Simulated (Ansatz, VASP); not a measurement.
# One calculation of Mg, two programs

Contents of POSCAR:

```
Mg
1.0
    3.1892283715      0.0000000000      0.0000000000
   -1.5946141858      2.7619527882      0.0000000000
    0.0000000000      0.0000000000      5.1088791867
Mg
2
Direct
    0.3333333333      0.6666666667      0.2500000000
    0.6666666667      0.3333333333      0.7500000000
```

Contents of INCAR.step1:

```
SYSTEM = Mg
PREC     = Accurate       ! precision mode
ENCUT    = 520            ! plane-wave cutoff, eV
EDIFF    = 1E-5           ! SCF threshold, eV
ISMEAR   = 0              ! smearing method
SIGMA    = 0.1            ! smearing width, eV
LREAL    = .FALSE.        ! projectors in reciprocal space
LASPH    = .TRUE.         ! aspherical terms in the spheres
NELM     = 100            ! most SCF steps
ALGO     = Normal         ! electronic algorithm
ISIF     = 2              ! what is computed and relaxed
LWAVE    = .TRUE.         ! write WAVECAR
GGA      = PE             ! functional
NBANDS   = 9              ! bands
```

Contents of INCAR.step2:

```
SYSTEM = Mg
PREC     = Accurate       ! precision mode
ENCUT    = 520            ! plane-wave cutoff, eV
EDIFF    = 1E-6           ! SCF threshold, eV
ISMEAR   = 0              ! smearing method
SIGMA    = 0.1            ! smearing width, eV
LREAL    = .FALSE.        ! projectors in reciprocal space
LASPH    = .TRUE.         ! aspherical terms in the spheres
NELM     = 100            ! most SCF steps
ALGO     = Normal         ! electronic algorithm
ISIF     = 2              ! what is computed and relaxed
LWAVE    = .FALSE.        ! write WAVECAR
LCHARG   = .TRUE.         ! write CHGCAR
GGA      = PE             ! functional
LHFCALC  = .TRUE.         ! exact exchange
HFSCREEN = 0.2079         ! screening, 1/A
PRECFOCK = Normal       
LELF     = .TRUE.         ! ELF
LVHAR    = .TRUE.       
ISTART   = 1            
NBANDS   = 9              ! bands
```

The input KPOINTS:

```
Automatic mesh
0
G
  6 6 4
  0 0 0
```

Input for Ansatz:

```yaml
crystal:
  lattice:
    - [3.1892283715, 0.0, 0.0]
    - [-1.5946141858, 2.7619527882, 0.0]
    - [0.0, 0.0, 5.1088791867]
  atoms:
    - { symbol: Mg, position: [0.3333333333, 0.6666666667, 0.25] }
    - { symbol: Mg, position: [0.6666666667, 0.3333333333, 0.75] }
basis:
  ecutwfc: 420
kpoints:
  mp_grid: { grid: [6, 6, 4] }
hamiltonian:
  xc: hse06
scf:
  occupations: { method: gaussian, width: 0.1 }
output:
  forces: true
  stress: true
  eigenvalues: true
```

Alike in both runs: task single point; functional HSE06; k mesh 6 × 6 × 4; occupations gaussian, width 0.1 eV; no spin polarisation.

```csv
,VASP,Ansatz
version,VASP 6.6.1,Ansatz 0.2.0
potentials or method,"VASP PAW PBE potentials, release 64 (Mg)","scalar-relativistic, plane waves, PAW"
plane-wave cutoff (eV),520,420
valence electrons in the cell,4,20
```

Ansatz gave:

* gap on the k mesh at the Fermi level (eV): none
* pressure (GPa): 0.8
* largest component of the traceless stress (GPa): 0.30

Which values does VASP return?

gap on the k mesh at the Fermi level (eV): none; pressure (GPa): 0.6; largest component of the traceless stress (GPa): 0.34.

A gap of «none» marks a metal or a gap that the smearing closes. The two sets of potentials don't hold the same shells in valence. Ansatz warned: «filled_band_counts_differ_across_k_points».

Caveats: the k mesh is coarse (spacing up to 0.38 Å⁻¹), so the values aren't converged, least of all with exact exchange; the PAW data sets were made with another functional, which shifts forces and pressure a little (VASP).
